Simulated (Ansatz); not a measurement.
Ba under changes of volume

One of the cells (63.004 Å³/atom); the others are scaled copies at fixed shape and fractional positions:

```xyz
1
Lattice="4.3116 0.0000 0.0000 -2.1558 3.7340 0.0000 0.0000 0.0000 3.9134" Properties=species:S:1:pos:R:3 pbc="T T T"
Ba    0.0000    0.0000    0.0000
```

This isn't the form of Ba at room conditions, which is bcc.

| Item | Value |
| --- | --- |
| Program | Ansatz 0.2.0 |
| Functional | PBE |
| Potentials or basis | Ansatz PAW |
| Cutoff | 420 eV (not typed: the program's choice for these potentials) |
| k mesh | 7 × 7 × 7 |
| Occupations | fermi-dirac, width 0.05 eV |
| Spin | no spin polarisation |

| volume (Å³/atom) | energy over the lowest point (meV/atom) | pressure (GPa) |
| --- | --- | --- |
| 59.223 | 1.21 | 0.3 |
| 60.484 | 0.00 | 0.1 |
| 61.744 | 0.03 | 0.0 |
| 63.004 | 1.20 | -0.2 |
| 64.264 | ? | ? |
| 65.524 | 6.69 | -0.4 |
| 66.784 | 10.81 | -0.5 |

What does the run at 64.264 Å³/atom give?

Energy over the lowest point 3.46 meV/atom; pressure -0.3 GPa.

Worked out: A Birch-Murnaghan fit of order 3 (a polynomial in V^(-2/3)) to the other rows has its minimum at 61.08 Å³/atom with B0 = V·E''(V) = 7.4 GPa and B' = 2.9 at fixed shape and positions, which overstates the stiffness. It gives 3.46 meV/atom at 64.264 Å³/atom, against the run's 3.46, and -dE/dV = -0.3 GPa, against -0.3.

Energies are extrapolated to zero smearing.
